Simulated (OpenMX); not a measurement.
# Li in OpenMX: the effect of dispersion

The system is Li.

```
CELL_PARAMETERS angstrom
-1.75465 1.75465 1.75465
1.75465 -1.75465 1.75465
1.75465 1.75465 -1.75465
ATOMIC_POSITIONS crystal
Li 0.00000 0.00000 0.00000
```

Alike in all runs:

* Program: OpenMX 3.8.5
* Task: single point
* Functional: PBE
* Potentials or basis: OpenMX 2013 PBE set, Li8.0-s3p2, grid cutoff 300 Ry
* k mesh: 9 × 9 × 9
* Occupations: fermi-dirac, width 0.05 eV
* Spin: no spin polarisation

Question: One run gave: pressure -2.1 GPa. Which dispersion did it use?
A. D3
B. none
C. D4
D. D3(BJ)

Answer: D.

```csv
dispersion,pressure (GPa)
none,-1.0
D3,-1.5
D3(BJ),-2.1
D4,-1.1
```

Caveats: the basis of atomic orbitals isn't converged, which shifts pressures, moduli and gaps; pairwise dispersion overbinds metals, which lowers pressure and volume (some runs).
